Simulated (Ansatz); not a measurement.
# H: where the heat goes in a short trajectory

The calculation used Ansatz 0.2.0, DFT PBE, scalar-relativistic, plane waves, PAW. The runs took a 420 eV cutoff, a shifted (0.5, 0.5, 0.5 steps) 2×2×2 mesh and Fermi–Dirac smearing (0.1 eV). The mesh is coarse. No spin polarisation.

16 atoms start on the lattice sites below (V = 236.6 Å³, 1.04 times the source cell's; static pressure 0.15 GPa, largest force component 0.02 eV/Å) with velocities drawn for 1200 K; Nosé–Hoover thermostat aiming at the same temperature, at which the real crystal may have melted, fixed cell, 150 steps of 0.5 fs.

```
H
1.0
     3.34045    5.53527    0.00000
     3.34045   -5.53527    0.00000
    -3.34045    0.00000   -6.39685
H
16
Cartesian
  5.0107 -0.3753 -0.0031
  3.3405 -3.1430 -0.0031
  3.3405 2.3923 -0.0031
  1.6702 -0.3753 -0.0031
  -1.6702 0.3753 -6.3938
  0.0000 3.1430 -6.3938
  0.0000 -2.3923 -6.3938
  1.6702 0.3753 -6.3938
  1.6702 -5.1599 -3.2015
  3.3405 -2.3923 -3.2015
  0.0000 -2.3923 -3.2015
  1.6702 0.3753 -3.2015
  1.6702 5.1599 -3.1953
  0.0000 2.3923 -3.1953
  3.3405 2.3923 -3.1953
  1.6702 -0.3753 -3.1953
```

| t (fs) | T (K) | kinetic energy (meV/atom) | potential energy over the first frame (meV/atom) | P with the kinetic part (GPa) |
| --- | --- | --- | --- | --- |
| 0.0 | 1200 | 145.4 | 0.0 | 1.27 |
| 5.0 | 1133 | 137.3 | 8.5 | 1.49 |
| 10.0 | 820 | 99.3 | 47.7 | -0.86 |
| 15.0 | 991 | 120.1 | 27.2 | 2.58 |
| 20.0 | 912 | 110.5 | 36.5 | 0.52 |
| 25.0 | 919 | 111.4 | 36.3 | 0.18 |
| 30.0 | 996 | 120.7 | 27.1 | 2.54 |
| 35.0 | 801 | 97.0 | 52.0 | 0.16 |
| 40.0 | 882 | 106.9 | 43.3 | 1.37 |
| 45.0 | 890 | 107.9 | 43.4 | 1.78 |
| 50.0 | 1007 | 122.0 | 30.1 | 0.14 |
| 55.0 | 1066 | 129.2 | 24.2 | 1.47 |
| 60.0 | 812 | 98.4 | 57.4 | 1.33 |
| 65.0 | 1000 | 121.1 | 35.5 | 0.94 |
| 70.0 | 1042 | 126.3 | 32.2 | 1.10 |
| 75.0 | 945 | 114.5 | 46.8 | 1.47 |

T counts 3N − 3 degrees of freedom. Means over every step of the second half, not only the rows shown: T = 957 K, kinetic energy 115.9 meV/atom, potential energy 38.5 meV/atom, P = 1.17 GPa.

Problem. Does the potential energy follow equipartition for harmonic vibrations?

Solution. In a harmonic crystal each vibration holds as much potential as kinetic energy on average, here 115.9 meV/atom. The run has 38.5, a ratio of 0.33. The deficit can mean that molecules or loosely bound atoms move and turn almost freely (such motion stores little potential energy), that slow modes haven't yet taken up their share, that the thermostat is still feeding kinetic energy, or that the atoms found a lower arrangement than the start. So short a run gives a rough mean. T is still well under the temperature that the thermostat aims for.

Problem. Split the rise of pressure into the kinetic part and the rest. Can a thermal Grüneisen parameter be estimated?

Solution. The program counts the kinetic part as N k_B T/V = 0.89 GPa. The pressure lies 1.03 GPa over the static one in all, so the forces add 0.13 GPa. The potential energy lies far under its harmonic share, so slow or unstable modes may dominate and no γ is drawn.